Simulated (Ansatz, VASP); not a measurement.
One calculation of PbSe, two programs

```
Pb Se
1.0
     0.00000    3.06215    3.06215
     3.06215    0.00000    3.06215
     3.06215    3.06215    0.00000
Pb Se
1 1
Direct
  0.00000 0.00000 0.00000
  0.50000 0.50000 0.50000
```

Alike in both runs: task electric field gradients; functional PBE; k mesh 7 × 7 × 7; occupations fermi-dirac, width 0.02 eV; no spin polarisation.

|  | VASP | Ansatz |
| --- | --- | --- |
| version | VASP 6.6.1 | Ansatz 0.2.0 |
| potentials or method | VASP PAW PBE potentials, release 64 (Pb_d, Se), cutoff 520 eV | all-electron PAW with datasets made for the crystal, scalar-relativistic |

```tsv
	VASP	Ansatz	Ansatz less VASP
gap on the k mesh at the Fermi level (eV)	0.86	0.86	-0.002
pressure (GPa)	2.3	2.3	+0.01
Vzz of the field gradient on the site that differs most (V/Å²)	0.0	0.0	0.00
```

Ansatz ran all-electron here, so the differences hold the error of VASP's frozen core and of both bases. Ansatz warned: «gradients_without_spin_orbit».

The runs have no spin-orbit coupling, so splittings on Pb are missing.
